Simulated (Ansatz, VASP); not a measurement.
SiGe in VASP and in Ansatz

INCAR

```
SYSTEM = SiGe
ALGO = Normal ; EDIFF = 1E-7
ENCUT = 520 ; GGA = CA
ISIF = 2 ; ISMEAR = 0
LASPH = .True. ; LCHARG = .True.
LELF = .True. ; LREAL = .False.
LVHAR = .True. ; LWAVE = .False.
NBANDS = 16 ; NELM = 80
PREC = Accurate ; SIGMA = 0.05
```

File KPOINTS:

```
k-points
0
Gamma
  10 10 10
  0 0 0
```

File POSCAR:

```
SiGe
1.0
    0.0000000000      3.1871814840      2.7714621600
    3.1871814840      0.0000000000      2.7714621600
    3.1871814840      3.1871814840      0.0000000000
Si Ge
1 1
Direct
    0.0000000000      0.0000000000      0.0000000000
    0.7500000000      0.7500000000      0.7500000000
```

Input for Ansatz:

```yaml
crystal:
  lattice:
    - [0.0, 3.187181484, 2.77146216]
    - [3.187181484, 0.0, 2.77146216]
    - [3.187181484, 3.187181484, 0.0]
  atoms:
    - { symbol: Si, position: [0.0, 0.0, 0.0] }
    - { symbol: Ge, position: [0.75, 0.75, 0.75] }
basis:
  ecutwfc: 420
kpoints:
  mp_grid: { grid: [10, 10, 10] }
hamiltonian:
  xc: lda
scf:
  occupations: { method: gaussian, width: 0.05 }
output:
  forces: true
  stress: true
  eigenvalues: true
```

Change from the starting cell: strain +0.1500 x Voigt [1, 1, 0, 0, 0, 0], atoms carried along.

Alike in both runs: task single point; functional LDA; k mesh 10 × 10 × 10; occupations gaussian, width 0.05 eV; no spin polarisation.

|  | VASP | Ansatz |
| --- | --- | --- |
| version | VASP 6.6.1 | Ansatz 0.2.0 |
| potentials or method | VASP PAW LDA potentials, release 64 (Si, Ge_d) | scalar-relativistic, plane waves, PAW |
| plane-wave cutoff (eV) | 520 | 420 |
| valence electrons in the cell | 18 | 18 |

|  | VASP | Ansatz | Ansatz less VASP |
| --- | --- | --- | --- |
| gap on the k mesh at the Fermi level (eV) | none | none | - |
| pressure (GPa) | -12.3 | -12.3 | -0.03 |
| largest component of the traceless stress (GPa) | 4.76 | 4.75 | -0.011 |

A gap of «none» marks a metal or a gap that the smearing closes.
